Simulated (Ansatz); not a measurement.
# CdS: changing the functional

```xyz
4
Lattice="4.1500 0.0000 0.0000 -2.0750 3.5940 0.0000 0.0000 0.0000 6.7370" Properties=species:S:1:pos:R:3 pbc="T T T"
Cd    2.0750    1.1980    3.3685
Cd    0.0000    2.3960    0.0000
S     2.0750    1.1980    5.8949
S     0.0000    2.3960    2.5264
```

Kept alike: task projected density of states; k mesh 4 × 4 × 3; occupations fermi-dirac, width 0.05 eV; no spin polarisation. Program: Ansatz, Ansatz PAW. Cutoffs run from 420 to 500 eV. The mesh is that of the run's cell of 4 atoms. No spin-orbit coupling.

| functional | pressure (GPa) |
| --- | --- |
| BLYP | 5.33 |
| HSE06 | 0.99 |
| LDA | -3.04 |
| PBE | 2.15 |
| PBE0 | 0.84 |
| PBEsol | -0.89 |
| RPBE | 4.35 |
| r2SCAN | 0.76 |
| r2SCAN0 | 0.17 |
| revPBE | 3.76 |

The k mesh is coarse, so the values aren't converged. Pressure is positive in compression, with a Pulay correction for the finite cutoff. All rows use potentials made for PBE.

**Question.** What does the functional change here?

**Answer.** The pressure runs from -3.04 (LDA) to 5.33 GPa (BLYP). From PBE: BLYP +3.18; HSE06 -1.16; LDA -5.19; PBE0 -1.31; PBEsol -3.04; RPBE +2.20; r2SCAN -1.39; r2SCAN0 -1.98; revPBE +1.61.

At this fixed cell, LDA and PBEsol favour contraction, while the other functionals favour expansion, most strongly BLYP. This is the familiar contrast between LDA overbinding and the underbinding of many GGAs. Gradient-enhanced exchange favours inhomogeneous density and so weakens the Cd–S bonds. PBEsol tempers that enhancement, whereas revPBE and RPBE strengthen it, which accounts for their order around PBE. BLYP goes further still, probably in part because its correlation describes the nearly uniform electron gas poorly.

Exact exchange lowers the pressure relative to both parent functionals, from 2.15 to 0.84 GPa between PBE and PBE0, and from 0.76 to 0.17 GPa between r2SCAN and r2SCAN0. A plausible cause is a more compact Cd 4d shell, with less repulsion against the S 3p states. The similar HSE06 and PBE0 values suggest that long-range exact exchange matters little for the pressure here. The small r2SCAN0 pressure means only that this cell lies near that functional's preferred volume, not that it describes CdS best.
